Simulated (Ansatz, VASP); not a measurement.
# Zr: VASP beside Ansatz

```
Zr
1.0
     3.13660    0.00000    0.00000
    -1.56830    2.71638    0.00000
     0.00000    0.00000    5.03462
Zr
2
Direct
  0.33333 0.66667 0.25000
  0.66667 0.33333 0.75000
```

Alike in both runs: functional PBEsol; k mesh 9 × 9 × 4; occupations gaussian, width 0.1 eV; no spin polarisation.

Ansatz relaxed the structure, and its values are those at the end. VASP's run is a single point on that final structure, the one shown.

|  | VASP | Ansatz |
| --- | --- | --- |
| version | VASP 6.6.1 | Ansatz 0.2.0 |
| potentials or method | VASP PAW PBE potentials, release 64 (Zr_sv) | scalar-relativistic, plane waves, PAW |
| plane-wave cutoff (eV) | 520 | 420 |
| valence electrons in the cell | 24 | 24 |

```csv
,VASP,Ansatz,Ansatz less VASP
gap on the k mesh at the Fermi level (eV),none,none,-
pressure (GPa),5.4,5.3,-0.07
```

A gap of «none» marks a metal or a gap that the smearing closes.

Caveats: the PAW data sets were made with another functional, which shifts forces and pressure a little (VASP).
